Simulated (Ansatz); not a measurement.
## LiF (Fm-3m) at 2 levels of theory

One geometry, relaxed with PBE; plane waves with PAW potentials in Ansatz, scalar-relativistic. No spin polarisation. Gaps are the least over mesh and band path; pressure is positive in compression.

```
Li F
1.0
     0.00000    2.03352    2.03352
     2.03352    0.00000    2.03352
     2.03352    2.03352    0.00000
Li F
1 1
Direct
  0.50000 0.50000 0.50000
  0.00000 0.00000 0.00000
```

```tsv
level	cutoff (eV)	k mesh	gap (eV)	pressure (GPa)
PBE	420	10×10×10	8.84	0.0
```

**Question.** What comes out on the same cell with r2SCAN?

**Answer.**
```
 level  cutoff (eV)    k mesh  gap (eV)  pressure (GPa)
r2SCAN          500  10×10×10      9.80            -3.9
```

The cell was reached from a generator's guess, though it ends in a space group that the Crystallography Open Database lists for this formula.
